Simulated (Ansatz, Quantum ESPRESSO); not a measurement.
**KBr (Pm-3m): from Born charge to LO-TO splitting**

Aim: work out the LO frequency and the static dielectric constant of KBr (Pm-3m) from one linear-response run, then check them.

Calculated with Quantum ESPRESSO 7.5; DFT LDA, scalar-relativistic, plane waves, PseudoDojo norm-conserving pseudopotentials.

**1. The relaxed structure**

Symmetry: Pm-3m, No. 221, cubic system. The conventional cell has a = 3.827 Å, b = 3.827 Å, c = 3.827 Å, α = 90.00°, β = 90.00°, γ = 90.00°. Nearest to K lie 8 Br at 3.31 Å. Br has 8 K at 3.31 Å nearest. Farther neighbours and most contacts between anions are not listed.

As a file:

```cif
data_structure
_symmetry_space_group_name_H-M 'P 1'
_symmetry_Int_Tables_number 1
_cell_length_a 3.8273
_cell_length_b 3.8273
_cell_length_c 3.8273
_cell_angle_alpha 90.000
_cell_angle_beta 90.000
_cell_angle_gamma 90.000
_cell_volume 56.06
loop_
_atom_site_label
_atom_site_type_symbol
_atom_site_fract_x
_atom_site_fract_y
_atom_site_fract_z
_atom_site_occupancy
K1 K 0.00000 0.00000 0.00000 1
Br2 Br 0.50000 0.50000 0.50000 1
```

This is the cell after its relaxation at this level of theory, not the database cell from which that began.

**2. What the response run gave**

A linear-response run on the relaxed cell, with the response to an electric field; only its zone-centre results are used. Cutoff 72 Ry, k mesh 6×6×6.

Log:

```text
[banners, grids, parts of the stress and lines that vanish by symmetry left out]
Program PHONON v.7.5
     Reading xml data from directory:

[...]
Exchange-correlation= PW
                           (   1   4   0   0   0   0   0)
[...]
kinetic-energy cut-off    =      72.0000  Ry
     charge density cut-off    =     288.0000  Ry
     convergence threshold     =      1.0E-18
[...]
Exchange-correlation= PW
                           (   1   4   0   0   0   0   0)
[...]
q = (   0.0000000   0.0000000   0.0000000 )
     49 Sym.Ops. (with q -> -q+G )
     G cutoff =  381.6114  (  31343 G-vectors)     FFT grid: ( 40, 40, 40)
     number of k points=    20
[...]
Mode symmetry, O_h (m-3m)  point group:
[...]
Dielectric constant
[...]
End of electric fields calculation
          Dielectric constant in cartesian axis
          (       3.152470136       0.000000000       0.000000000 )
          (       0.000000000       3.152470136       0.000000000 )
          (       0.000000000       0.000000000       3.152470136 )
          Effective charges (d Force / dE) in cartesian axis without acoustic sum rule applied (asr)
           atom    1  K     Mean Z*:        1.19415
      Ex  (        1.19415        0.00000        0.00000 )
      Ey  (        0.00000        1.19415        0.00000 )
      Ez  (        0.00000        0.00000        1.19415 )
           atom    2  Br    Mean Z*:       -1.20386
      Ex  (       -1.20386        0.00000        0.00000 )
      Ey  (        0.00000       -1.20386        0.00000 )
      Ez  (        0.00000        0.00000       -1.20386 )
          Effective charges Sum: Mean:       -0.00971
[...]
Effective charges (d Force / dE) in cartesian axis with asr applied:
           atom    1  K     Mean Z*:        1.19900
[...]
atom    2  Br    Mean Z*:       -1.19900
[...]
Representation #   1 modes #   1   2   3
[...]
End of self-consistent calculation
     Convergence has been achieved
     Representation #   2 modes #   4   5   6
[...]
End of self-consistent calculation
     Convergence has been achieved
[...]
Dielectric constant in cartesian axis
          (       3.152470136       0.000000000       0.000000000 )
          (       0.000000000       3.152470136       0.000000000 )
          (       0.000000000       0.000000000       3.152470136 )
          Effective charges (d Force / dE) in cartesian axis without acoustic sum rule applied (asr)
           atom    1  K     Mean Z*:        1.19415
      Ex  (        1.19415        0.00000        0.00000 )
      Ey  (        0.00000        1.19415        0.00000 )
      Ez  (        0.00000        0.00000        1.19415 )
           atom    2  Br    Mean Z*:       -1.20386
      Ex  (       -1.20386        0.00000        0.00000 )
      Ey  (        0.00000       -1.20386        0.00000 )
      Ez  (        0.00000        0.00000       -1.20386 )
          Effective charges Sum: Mean:       -0.00971
[...]
Effective charges (d Force / dE) in cartesian axis with asr applied:
           atom    1  K     Mean Z*:        1.19900
[...]
atom    2  Br    Mean Z*:       -1.19900
[...]
q = (    0.000000000   0.000000000   0.000000000 )
[...]
freq (    1) =      -0.023714 [THz] =      -0.791003 [cm-1]
     freq (    2) =      -0.023714 [THz] =      -0.791003 [cm-1]
     freq (    3) =      -0.023714 [THz] =      -0.791003 [cm-1]
     freq (    4) =       3.180880 [THz] =     106.102724 [cm-1]
     freq (    5) =       3.180880 [THz] =     106.102724 [cm-1]
     freq (    6) =       3.180880 [THz] =     106.102724 [cm-1]
[...]
Mode symmetry, O_h (m-3m)  point group:
     freq (   1-   3) =         -0.8  [cm-1]   --> T_1u G_15  G_4- I
     freq (   4-   6) =        106.1  [cm-1]   --> T_1u G_15  G_4- I

   JOB DONE.
```

```csv
quantity,value
cell volume Ω (Å³),56.064
mass of K (u),39.098
mass of Br (u),79.904
"Born charge of K, raw (e)",1.194
"Born charge of Br, raw (e)",-1.204
ε∞,3.152
ω(TO) after the sum rule (cm⁻¹),106.1
```

**3. The calculation**

The charges must sum to zero over the cell; taking off their mean, -0.005 e, leaves Z* = 1.199 e on K. In the polar mode K moves against Br, so the reduced mass is μ = 39.10 × 79.90 / 119.00 = 26.253 u.

A longitudinal wave builds up a field that adds to the restoring force: ω(LO)² = ω(TO)² + 4π Z*² / (μ Ω ε∞), in Hartree atomic units. With μ = 47855 electron masses and Ω = 378.34 bohr³ the second term is 3.1653e-07 Ha², or 15247 cm⁻² (1 Ha = 219474.6 cm⁻¹).

So ω(LO) = √(11259 + 15247) = 162.8 cm⁻¹, and by the Lyddane-Sachs-Teller relation ε₀ = ε∞ (ω(LO)/ω(TO))² = 7.42.

**4. Check against the program**

The analysis program adds the same non-analytic term to the full matrix, here for q along (1 0 0).

Log:

```text
[banner, memory and clock lines left out]
Program DYNMAT v.7.5

     Reading Dynamical Matrix from file g.dyn
     ...Force constants read
     ...epsilon and Z* read

     Polarizability (A^3 units)
     multiply by 0.582245 for Clausius-Mossotti correction
         9.603148    0.000000    0.000000
         0.000000    9.603148    0.000000
         0.000000    0.000000    9.603148

     IR activities are in (D/A)^2/amu units

# mode   [cm-1]    [THz]      IR
    1     -0.00   -0.0000    0.0000
    2     -0.00   -0.0000    0.0000
    3     -0.00   -0.0000    0.0000
    4    106.11    3.1810    1.2634
    5    106.11    3.1810    1.2634
    6    162.80    4.8807    1.2634
```

ε₀ comes from the program's run without a direction of q.

```csv
quantity,by hand,program
ω(LO) (cm⁻¹),162.8,162.8
ε₀,7.42,7.42
```

**5. Results**

| Property | Result |
| --- | --- |
| TO mode | 106.1 cm⁻¹ |
| LO mode | 162.8 cm⁻¹ |
| static dielectric constant | 7.421 |

In words: The LO mode of KBr (Pm-3m) lies at 163 cm⁻¹, 57 cm⁻¹ above the TO mode; the formula meets the program within 0.1 cm⁻¹, as it must for a cubic crystal with one polar mode. ω(LO)² − ω(TO)² goes with Z*²/ε∞: an error of 5 % in ε∞ would move the LO mode by 2.2 cm⁻¹, and semilocal functionals tend to overestimate ε∞. These are harmonic values at zero temperature, at the volume of this functional, for the structure held cubic; stability elsewhere in the zone is no part of this calculation.

[Host names and launcher messages were left out of these logs when they were recorded.]

[Logs are printed without paths, hosts, clocks, repeated set-up lines and the standing remarks that a program may print on its own settings, such as how far it seeks lower states.]

[Hosts, paths, dates, database ids (printed as entryN), source tags and the programs' standing remarks are cut or masked in the printed files.]
